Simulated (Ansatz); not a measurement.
# Wurtzite InN

Calculation: PBE (Ansatz, a first-principles code, PAW).

Settings: plane-wave cutoff 520 eV, 12×12×6 k mesh (along the axes of the cell as run), Fermi–Dirac smearing 0.01 eV, scalar-relativistic PAW data made under PBE.

Cell (relaxed at this level):

```cif
data_In2N2
_chemical_formula_sum 'In2 N2'
_space_group_name_H-M_alt 'P63mc'
_space_group_IT_number 186
_space_group_name_Hall 'P 6c -2c'
_cell_length_a 3.58032
_cell_length_b 3.58032
_cell_length_c 5.78750
_cell_angle_alpha 90.000
_cell_angle_beta 90.000
_cell_angle_gamma 120.000
loop_
_atom_site_label
_atom_site_type_symbol
_atom_site_symmetry_multiplicity
_atom_site_Wyckoff_symbol
_atom_site_fract_x
_atom_site_fract_y
_atom_site_fract_z
_atom_site_occupancy
In1 In 2 b 0.33333 0.66667 0.00013 1
N1 N 2 b 0.33333 0.66667 0.37887 1
```

```
Property                                           Result
------------------------------------------  -------------
bulk modulus B0                                   122 GPa
band gap                                    zero (no gap)
pressure derivative B′ of the bulk modulus            4.7
```

Measured, for comparison: band gap 0.77 eV (zero-point shift of 0.07 eV (the table's estimate, ZP (est)) added back here, E0, Γ; inputs from arXiv:2302.06325); bulk modulus 126 GPa (room temperature, no zero-point or thermal correction; as tabulated in Phys. Rev. B 49, 14 (GaN and InN under pressure), abstract). Computed (rounded) less measured: bulk modulus -3 %.

Note: the gap of the solid is closed in this run; this level leaves the solid without a gap, although one is measured; the bulk modulus comes from volumes at which shape and atoms were relaxed.

Spin–orbit coupling is not included; it can open a gap where bands touch, and shift volumes and moduli.

Static lattice: no zero-point or thermal effects.

The result took about 5 core-minutes (a rough figure).
